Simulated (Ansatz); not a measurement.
## Property card for F

Computed with DFT PBE+D3(BJ), scalar-relativistic, plane waves, PAW in Ansatz.

Cutoff 420 eV; k points 8×8×4 on the computed 4-atom cell (Γ-centred); Gaussian smearing, width 0.02 eV; no spin polarisation.

The structure is relaxed at this level of theory with its symmetry kept.

It takes space group C2/m (No. 12, monoclinic). The conventional cell has a = 5.881 Å, b = 3.387 Å, c = 7.382 Å, α = 90.00°, β = 108.05°, γ = 90.00°. F (site symmetry m) has 1 F at 1.42 Å as nearest neighbours. Around F (site symmetry m) lie 1 F at 1.42 Å.

```json
{
 "Volume per atom": "17.47 Å³",
 "Kohn–Sham band gap": "2.85 eV, indirect from Y2 to Γ",
 "Löwdin character of the top 1 eV of the valence band": "F 2p 100 %",
 "Löwdin character of the lowest 1 eV of the conduction band": "F 2p 95 %",
 "Electron masses at the edge by Cartesian direction of the computed cell, whose vectors are (2.938, -1.693, -0.128), (2.938, 1.693, -0.128), (-1.981, 0.000, 7.111) Å (m_e; degenerate bands sorted by energy; no spin-orbit coupling)": "x: 4.8; y: 4.8; z: 1.7",
 "Hole masses at the edge by Cartesian direction of the computed cell, whose vectors are (2.938, -1.693, -0.128), (2.938, 1.693, -0.128), (-1.981, 0.000, 7.111) Å (m_e; degenerate bands sorted by energy; no spin-orbit coupling)": "x: over 30; y: 4.6; z: 4.4",
 "Electronic dielectric constant xx, yy, zz of the computed cell, whose vectors are (2.938, -1.693, -0.128), (2.938, 1.693, -0.128), (-1.981, 0.000, 7.111) Å (independent particles)": "1.7, 1.5, 2.6",
 "Bader charges (e)": "F (2 in the cell) 0.00, F (2 in the cell) 0.00"
}
```